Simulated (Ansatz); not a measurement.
Structure search: one MgZn₄O candidate

Level of theory: DFT PBE, scalar-relativistic, plane waves, PAW (Ansatz 0.2.0). Cutoff 420 eV, Gaussian smearing, Γ-centred meshes. Cell and atoms relax first on a coarse mesh, the cell is then made exact in the group found at 0.06 to 0.08 Å, and last on a converged mesh; the steps can't lower the symmetry of their start. No spin polarisation.

This trial cell of MgZn₄O was written down by chemical analogy (P4/nmm, No. 129). Its size is a guess.

Space group P4/nmm:1 (No. 129). a = 2.980 Å, b = 2.980 Å, c = 18.100 Å, α = 90.00°, β = 90.00°, γ = 90.00°
| atom | site | symmetry | x | y | z |
| --- | --- | --- | --- | --- | --- |
| Mg | 2c | 4mm | 0.0000 | 0.5000 | 0.9420 |
| Zn | 2c | 4mm | 0.0000 | 0.5000 | 0.7300 |
| Zn | 2c | 4mm | 0.5000 | 0.0000 | 0.6400 |
| Zn | 2c | 4mm | 0.0000 | 0.5000 | 0.5480 |
| Zn | 2c | 4mm | 0.5000 | 0.0000 | 0.8240 |
| O | 2c | 4mm | 0.0000 | 0.5000 | 0.0580 |

Formation energies are uncorrected and refer to the elements' standard structures at the same level (O₂ as a molecule).

Task: What does it relax into?

Result: The symmetry stays P4/nmm (No. 129). The volume per atom grows by 6.0 %, from 13.4 to 14.2 Å³. The shortest distance goes from 2.10 Å (Mg–O) to 2.04 Å (Mg–O). The ratio c/a of the conventional cell changes by a factor of 1.17. Conventional cell: a = 2.882 Å, c = 20.509 Å. Mg is surrounded by 4 O at 2.04 Å, 1 O at 2.22 Å, 8 Mg at 2.88–3.02 Å and 4 Zn at 3.38 Å; around Zn on its first site lie 12 Zn at 2.72–2.88 Å; Zn on its second site has 12 Zn at 2.76–2.88 Å; around Zn on its third site lie 12 Zn at 2.75–2.88 Å; around O lie 4 Mg at 2.04 Å, 1 Mg at 2.22 Å and 1 Zn at 2.71 Å; 1 more site not described.

```cif
data_structure
_symmetry_space_group_name_H-M 'P4/nmm:1'
_symmetry_Int_Tables_number 129
_cell_length_a 2.8819
_cell_length_b 2.8819
_cell_length_c 20.5087
_cell_angle_alpha 90.000
_cell_angle_beta 90.000
_cell_angle_gamma 90.000
_cell_volume 170.33
loop_
_atom_site_label
_atom_site_type_symbol
_atom_site_symmetry_multiplicity
_atom_site_Wyckoff_symbol
_atom_site_fract_x
_atom_site_fract_y
_atom_site_fract_z
_atom_site_occupancy
Mg1 Mg 2 c 0.00000 0.50000 0.94554 1
Zn1 Zn 2 c 0.00000 0.50000 0.72664 1
Zn2 Zn 2 c 0.50000 0.00000 0.63616 1
Zn3 Zn 2 c 0.00000 0.50000 0.54497 1
Zn4 Zn 2 c 0.50000 0.00000 0.81415 1
O1 O 2 c 0.00000 0.50000 0.05376 1
```

Task: How does it come out in energy, and is it a metal?

Result: The energy over the elements is −0.75 eV/atom and the gap on the 10×10×2 mesh of the 12-atom cell is 0 eV (a metal).

A negative formation energy is needed for stability but isn't enough: competing phases decide.

The last run used Gaussian smearing of 0.10 eV. A later test with randomly moved atoms ended 5 meV/atom lower on a coarse mesh, in C2/m at a loose tolerance, which is no clear verdict on its stability.
